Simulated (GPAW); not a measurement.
# The In K excitation threshold of InP (F-43m) under uniform strain

For each volume the threshold was computed as E(hole) − E(ground) plus the lowest empty eigenvalue of the hole cell (GPAW, PBE, 8-atom cell, total energies on 3×3×3 k points, the eigenvalue on 4×4×4, hole spin-paired). The values are raw; only their change is used. The threshold is the spectrum's zero, where absorption may be weak, not the visible edge.

| volume | ln(V/V₀) | threshold (eV) |
| --- | --- | --- |
| V × 0.94 | -0.06188 | 28027.739 |
| V × 0.97 | -0.03046 | 28027.557 |
| V × 1 | +0.00000 | 28027.383 |
| V × 1.03 | +0.02956 | 28027.214 |
| V × 1.06 | +0.05827 | ? |

The database entry behind the starting cell differs from later determinations by our own check (0.1 to 0.3 % short, probably kX units), so it need not match the best structure at ambient conditions.

Question: Fit a straight line in ln(V/V₀), give its slope, and predict the threshold at V × 1.06.

The means of the given rows are x̄ = -0.01570 and Ē = 28027.473 eV. Σ(x − x̄)(E − Ē) = -0.02666 and Σ(x − x̄)² = 0.004645, so the slope is -5.74 eV, and the line passes the given rows within 0.001 eV. At x = +0.05827 it gives 28027.473 + (-5.74) × (+0.07397) = 28027.049 eV. The run gives 28027.053 eV, a miss of -0.004 eV over a total move of -0.686 eV. The slope is the clamped-ion volume deformation potential of the lowest empty level of the hole cell on this mesh (the hole may pull it below the band edge) against the In 1s level, with the hole's relaxation included: the threshold falls by 0.057 eV for 1 % of expansion. The charged cell's image error also scales with the cell's size and isn't taken out.

[Hosts, paths, dates, database ids (printed as entryN), source tags and the programs' standing remarks are cut or masked in the printed files.]

[Lists of maxima count a maximum above −3 eV only where it reaches 4 % of the highest in the window and stands out from its surroundings by 2 % of it (1.5 % where it reaches 55 %); shoulders and weaker maxima are passed over, and of the rest the first, up to two pre-edge ones and the few strongest are named.]
